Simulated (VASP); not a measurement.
# TiAl (P-6m2) in VASP: notebook

One crystal, TiAl, is run at these levels: PBEsol; tasks: single point, relaxation of cell and atoms.

Everything below comes from runs of VASP 6.6.1. Logs are shortened: lines on timing, memory, paths and dates and some standing lists are left out, and cuts for length are marked.

## (1) The crystal as given

Symmetry: P-6m2, No. 187, hexagonal system. Conventional cell: a = 2.848 Å, b = 2.848 Å, c = 4.619 Å, α = 90.00°, β = 90.00°, γ = 120.00°. Ti (site symmetry -6m2) is surrounded by 6 Al at 2.83 Å and 6 Ti at 2.85 Å. Al (site symmetry -6m2) is surrounded by 6 Ti at 2.83 Å and 6 Al at 2.85 Å.

The cell comes from a database or a generator and needn't be the stable form of this composition.

## (2) Single point, PBEsol

Contents of INCAR:

```
SYSTEM = TiAl
PREC     = Accurate       ! precision mode
ENCUT    = 520            ! plane-wave cutoff, eV
EDIFF    = 1E-7           ! SCF threshold, eV
ISMEAR   = 0              ! smearing method
SIGMA    = 0.1            ! smearing width, eV
LREAL    = .False.        ! projectors in reciprocal space
LASPH    = .True.         ! aspherical terms in the spheres
NELM     = 100            ! most SCF steps
ALGO     = Normal         ! electronic algorithm
ISIF     = 2              ! what is computed and relaxed
LWAVE    = .False.        ! write WAVECAR
LCHARG   = .False.        ! write CHGCAR
GGA      = PS             ! functional
NBANDS   = 14             ! bands
```

Contents of KPOINTS:

```
Automatic mesh
0
Gamma
  18 18 10
  0 0 0
```

Contents of POSCAR:

```
TiAl
1.0
    2.8475335181      0.0000000029      0.0000000000
   -1.4237667615      2.4660363634      0.0000000000
    0.0000000000      0.0000000000      4.6192521812
Ti Al
1 1
Direct
    0.0000000000      0.0000000000      0.0000000000
    0.3333333333      0.6666666667      0.5000000000
```

Potentials or basis: VASP PAW PBE potentials, release 64 (Ti_sv, Al).

Launch:

```sh
$ cat potpaw_PBE.64/Ti_sv/POTCAR potpaw_PBE.64/Al/POTCAR > POTCAR
$ mpirun -np 1 vasp_std > vasp.out
```

OUTCAR:

```text
SYSTEM = TiAl
   PREC = Accurate
   ENCUT = 520
   EDIFF = 1E-7
   ISMEAR = 0
   LREAL = .False.
   LASPH = .True.
   NELM = 100
   ISIF = 2
   GGA = PS

 ion  position               nearest neighbor table
   1  0.000  0.000  0.000-   2 2.83   2 2.83   2 2.83   2 2.83   2 2.83   2 2.83
   2  0.333  0.667  0.500-   1 2.83   1 2.83   1 2.83   1 2.83   1 2.83   1 2.83

  LATTYP: Found a hexagonal cell.
 ALAT       =     2.8475335181
 C/A-ratio  =     1.6221941381

  Lattice vectors:

 A1 = (   2.8475335181,   0.0000000029,   0.0000000000)
 A2 = (  -1.4237667615,   2.4660363634,   0.0000000000)
 A3 = (   0.0000000000,   0.0000000000,   4.6192521812)

Analysis of symmetry for initial positions (statically):
=====================================================================
 Subroutine PRICEL returns:
 Original cell was already a primitive cell.

 Routine SETGRP: Setting up the symmetry group for a
 hexagonal supercell.

 Subroutine GETGRP returns: Found 12 space group operations
 (whereof 12 operations were pure point group operations)
 out of a pool of 24 trial point group operations.

The static configuration has the point symmetry D_3h.

Analysis of symmetry for dynamics (positions and initial velocities):
=====================================================================
 Subroutine PRICEL returns:
 Original cell was already a primitive cell.

 Routine SETGRP: Setting up the symmetry group for a
 hexagonal supercell.

 Subroutine GETGRP returns: Found 12 space group operations
 (whereof 12 operations were pure point group operations)
 out of a pool of 24 trial point group operations.

The dynamic configuration has the point symmetry D_3h.

 Subroutine INISYM returns: Found 12 space group operations
 (whereof 12 operations are pure point group operations),
 and found     1 'primitive' translations

----------------------------------------------------------------------------------------

                                     Primitive cell

  volume of cell :      32.4369

  direct lattice vectors                    reciprocal lattice vectors
     2.847533518  0.000000003  0.000000000     0.351181116  0.202754512  0.000000000
    -1.423766762  2.466036363  0.000000000    -0.000000000  0.405509024  0.000000000
     0.000000000  0.000000000  4.619252181     0.000000000  0.000000000  0.216485258

  length of vectors
     2.847533518  2.847533518  4.619252181     0.405509024  0.405509024  0.216485258

  position of ions in fractional coordinates (direct lattice)
     0.000000000  0.000000000  0.000000000
[... 85 lines left out ...]
   ISYM   =      2    0-nonsym 1-usesym 2-fastsym
   POTIM  = 0.5000    time-step for ionic-motion
   TEBEG  =    0.0;   TEEND  =   0.0 temperature during run
   PSTRESS=    0.0 pullay stress
   NELECT =      15.0000    total number of electrons
   NUPDOWN=      -1.0000    fix difference up-down
   EMIN   =  10.00;   EMAX   =-10.00  energy-range for DOS
   EFERMI =   0.00;   METHOD = LEGACY
   ISMEAR =     0;   SIGMA  =   0.10  broadening in eV -4-tet -1-fermi 0-gaus
   EFERMI_NEDOS =   21; number of points for ismear=-14 and -15
   IALGO  =     38    algorithm
   IMIX   =      4    mixing-type and parameters
     AMIX     =   0.40;   BMIX     =  1.00
     AMIX_MAG =   1.60;   BMIX_MAG =  1.00
  volume/ion in A,a.u.               =      16.22       109.45
  Fermi-wavevector in a.u.,A,eV,Ry     =   1.265975  2.392347 21.805970  1.602694
  Thomas-Fermi vector in A             =   2.399200
   LORBIT       =      0    0 simple, 1 ext, 2 COOP (PROOUT), +10 PAW based schemes
   GGA     = PS    functional components
   LHFCALC =     F    Hartree Fock is set to
   AEXX    =    0.0000 exact exchange contribution
   IVDW    =     0    specifies the selected vdW correction
   LEPSILON=     F    determine dielectric tensor
   LRPA    =     F    only Hartree local field effects (RPA)
 non-spin polarized calculation
 Gauss-broadening in eV      SIGMA  =   0.10
  energy-cutoff  :      520.00
  volume of cell :       32.44
 maximum number of plane-waves:       888
 NGX is ok and might be reduce to    24
   NGX = 11   NGY = 11   NGZ = 17

 number of electron      15.0000005 magnetization

 Free energy of the ion-electron system (eV)
  ---------------------------------------------------
  ext. energy  EPLUGINS =         0.00000000
  ---------------------------------------------------
  free energy    TOTEN  =       -12.93961498 eV

  energy without entropy =      -12.92694975  energy(sigma->0) =      -12.93328236

 E-fermi :   8.0343     XC(G=0): -11.1463

 val. band max:        8.0342429028   @ k =   0.2778   0.1111   0.5000
 cond. band min:       8.0344075316   @ k =   0.3333   0.3333   0.3000
 fundamental gap:      0.0001646287
 Fermi energy:         8.0343340214

 k-point     1 :       0.0000    0.0000    0.0000
  band No.  band energies     occupation
      1     -48.1957      2.00000
      2     -24.6243      2.00000
      3     -24.1750      2.00000
      4     -24.1750      2.00000
      5      -0.9948      2.00000
      6       5.7284      2.00000
      7       6.2510      2.00000
      8       9.3454      0.00000
      9       9.3454      0.00000
     10      10.8705      0.00000
     11      10.8705      0.00000
     12      12.1352      0.00000
     13      21.0631      0.00000
     14      21.0631      0.00000
[... 377 lines left out ...]
      1     -48.0904      2.00000
      2     -24.7586      2.00000
      3     -24.5211      2.00000
      4     -24.3600      2.00000
      5       3.7719      2.00000
      6       6.0649      2.00000
      7       6.5841      2.00000
      8       7.2471      2.00000
      9       9.6441      0.00000
     10      11.2175      0.00000
     11      12.2279      0.00000
     12      12.7870      0.00000
     13      13.6950      0.00000
     14      14.7129      0.00000

 [... further k-points ...]
[... 5 lines left out ...]
  --------------------------------------------------------------------------------------
  -------------------------------------------------------------------------------------
  Total       -0.0037197     -0.0037197      0.0187934     -0.0000000      0.0000000     -0.0000000
  in kB       -0.1837293     -0.1837293      0.9282736     -0.0000000      0.0000000     -0.0000000
  external PRESSURE =       0.1869383 kB  Pullay stress =       0.0000000 kB

 VOLUME and BASIS-vectors are now :
 -----------------------------------------------------------------------------
  energy-cutoff  :      520.00
  volume of cell :       32.44
      direct lattice vectors                 reciprocal lattice vectors
     2.847533518  0.000000003  0.000000000     0.351181116  0.202754512  0.000000000
    -1.423766762  2.466036363  0.000000000    -0.000000000  0.405509024  0.000000000
     0.000000000  0.000000000  4.619252181     0.000000000  0.000000000  0.216485258

 POSITION                                       TOTAL-FORCE (eV/Angst)
 -----------------------------------------------------------------------------------
      0.00000      0.00000      0.00000        -0.000000      0.000000      0.000000
     -0.00000      1.64402      2.30963         0.000000     -0.000000      0.000000
 -----------------------------------------------------------------------------------
    total drift:                                0.000000     -0.000000      0.000000

  FREE ENERGIE OF THE ION-ELECTRON SYSTEM (eV)
  ---------------------------------------------------
  free  energy   TOTEN  =       -12.9396149784 eV

  energy  without entropy=      -12.9269497477  energy(sigma->0) =      -12.93328236
```

It took 62 s on 1 thread of AMD EPYC 9R45 (Zen 5), shared host; peak memory 0.2 GiB.

What came out:

| Item | Value |
| --- | --- |
| Free energy | -12.9396 eV |
| Pressure | 0.0 GPa |
| Band gap on the k mesh | none (metal or under the smearing width) |

Caveat: the PAW data sets were made with another functional, which shifts forces and pressure a little.

## (3) Relaxation of cell and atoms, PBEsol

This run uses another cell than the first one, of 16.65 Å³/atom, 1.027 times its volume.

Contents of INCAR:

```
ALGO = Fast
EDIFF = 1E-6
EDIFFG = -0.002
ENCUT = 600
GGA = PS
IBRION = 2
ISIF = 3
ISMEAR = 0
LASPH = True
LCHARG = False
LREAL = False
LWAVE = False
NELM = 100
NSW = 100
PREC = Accurate
SIGMA = 0.1
```

Contents of KPOINTS:

```
k-points
0
Gamma
  18 18 10
```

Contents of POSCAR:

```
TiAl
1.0
    2.8672622300      0.0000000000      0.0000000000
   -1.4336311200      2.4831219300      0.0000000000
    0.0000000000      0.0000000000      4.6780830000
Ti Al
1 1
Direct
    0.0000000000      0.0000000000      0.0000000000
    0.3333333300      0.6666666700      0.5000000000
```

Potentials or basis: VASP PAW PBE potentials, release 64 (Ti_sv, Al).

Launch:

```sh
$ cat potpaw_PBE.64/Ti_sv/POTCAR potpaw_PBE.64/Al/POTCAR > POTCAR
$ mpirun -np 1 vasp_std > vasp.out
```

Run time: 12 min. Hardware: 1 thread of AMD EPYC 9R45 (Zen 5), shared host; peak memory 0.24 GiB.

Results (log left out):

- Free energy: -12.9399 eV
- Relaxed volume: 16.22 Å³/atom
- Relaxed cell: a = 2.847 Å, b = 2.847 Å, c = 4.621 Å, α = 90.00°, β = 90.00°, γ = 120.00°
- Space group after relaxing (to 0.05 Å): P-6m2 (No. 187)
- Energy gained by relaxing: 4.2 meV/atom
- Ionic steps: 27
- Pressure after relaxing: 0.0 GPa
- Band gap on the k mesh: none (metal or under the smearing width)

The path:
```
step  energy change (eV)  largest force (eV/Å)  pressure (GPa)  volume (Å³)
   1              0.0000                0.0000           -2.89        33.31
   2             -0.0049                0.0000            1.84        31.88
   3             -0.0084                0.0000            0.00        32.43
   4             -0.0084                0.0000            0.02        32.42
   5             -0.0084                0.0000            0.06        32.42
   6             -0.0084                0.0000            0.05        32.43
   7             -0.0084                0.0000            0.02        32.43
   8             -0.0084                0.0000            0.03        32.42
   9             -0.0084                0.0000            0.03        32.43
  10             -0.0084                0.0000            0.03        32.43
  11             -0.0084                0.0000            0.03        32.44
  12             -0.0084                0.0000           -0.15        32.50
  13             -0.0084                0.0000           -0.10        32.45
  14             -0.0084                0.0000           -0.07        32.45
  15             -0.0084                0.0000           -0.04        32.44
  16             -0.0084                0.0000           -0.02        32.43
  17             -0.0084                0.0000            0.03        32.42
  18             -0.0084                0.0000            0.05        32.43
  19             -0.0084                0.0000            0.05        32.43
  20             -0.0084                0.0000            0.03        32.43
  21             -0.0084                0.0000            0.02        32.44
  22             -0.0084                0.0000           -0.06        32.47
  23             -0.0084                0.0000           -0.08        32.45
  24             -0.0084                0.0000           -0.05        32.44
  25             -0.0084                0.0000           -0.02        32.44
  26             -0.0084                0.0000           -0.03        32.44
  27             -0.0084                0.0000            0.00        32.43
```

Final structure:
```
CELL_PARAMETERS angstrom
2.84671 0.00000 0.00000
-1.42335 2.46532 0.00000
0.00000 0.00000 4.62119
ATOMIC_POSITIONS crystal
Ti 0.00000 0.00000 0.00000
Al 0.33333 0.66667 0.50000
```

Levels at points of the mesh, in eV from the Fermi level:
```tsv
k point	band 5	band 6	band 7	band 8	band 9	band 10
(0.00, 0.00, 0.00)	-9.03	-2.31	-1.79	1.31	1.31	2.84
(0.50, 0.00, 0.00)	-3.76	-2.82	-1.58	-1.02	2.14	4.08
(0.00, 0.00, 0.50)	-8.09	-5.32	-0.42	1.32	1.32	2.76
(0.50, 0.00, 0.50)	-3.72	-2.41	-1.87	0.58	0.98	1.93
```

Caveat: the PAW data sets were made with another functional, which shifts forces and pressure a little.

## (4) Single point, PBEsol

This run uses another cell than the first one, of 16.65 Å³/atom, 1.027 times its volume.

Contents of INCAR:

```
SYSTEM = TiAl
  PREC = Accurate
  ENCUT = 520
  EDIFF = 1E-7
  ISMEAR = 0
  SIGMA = 0.1
  LREAL = .False.
  LASPH = .True.
  NELM = 100
  ALGO = Normal
  ISIF = 2
  LWAVE = .False.
  LCHARG = .False.
  GGA = PS
  NBANDS = 14
```

Contents of KPOINTS:

```
regular mesh
0
Gamma
  9 9 4
  0 0 0
```

POSCAR is that of step 3.

Launch:

```sh
$ cat potpaw_PBE.64/Ti_sv/POTCAR potpaw_PBE.64/Al/POTCAR > POTCAR
$ mpirun -np 1 vasp_std > vasp.out
```

Wall time 11 s (1 thread of AMD EPYC 9R45 (Zen 5), shared host); peak memory 0.13 GiB.

It converged, with:

```yaml
Free_energy: -12.9361 eV
Pressure: -2.8 GPa
Band_gap_on_the_k_mesh: none (metal or under the smearing width)
```

Stress tensor (GPa, compression positive):
```
-2.61  0.00  0.00
 0.00 -2.61  0.00
 0.00  0.00 -3.32
```

Levels at points of the mesh, in eV from the Fermi level:
```tsv
k point	band 4	band 5	band 6	band 7	band 8	band 9	band 10	band 11
(0.00, 0.00, 0.00)	-32.30	-8.96	-2.32	-1.86	1.27	1.27	2.74	2.74
(0.00, 0.00, 0.50)	-32.30	-8.07	-5.29	-0.46	1.28	1.28	2.66	2.66
```

Caveat: the PAW data sets were made with another functional, which shifts forces and pressure a little.

## (5) Summary

| task | cell | k mesh | cutoff (eV) | gap on the mesh (eV) | pressure (GPa) |
| --- | --- | --- | --- | --- | --- |
| single point | P-6m2, 16.22 Å³/atom | 18 × 18 × 10 | 520 | none | 0.0 |
| relaxation of cell and atoms | relaxed | 18 × 18 × 10 | 600 | none | 0.0 |
| single point | P-6m2, 16.65 Å³/atom | 9 × 9 × 4 | 520 | none | -2.8 |

Alike in all rows: level PBEsol; potentials or basis VASP PAW PBE potentials, release 64 (Ti_sv, Al); no spin polarisation; smearing gaussian 0.1 eV.

Caveats: the PAW data sets were made with another functional, which shifts forces and pressure a little.

Total energies depend on the potentials used, so only differences within one code and one set of settings carry meaning.
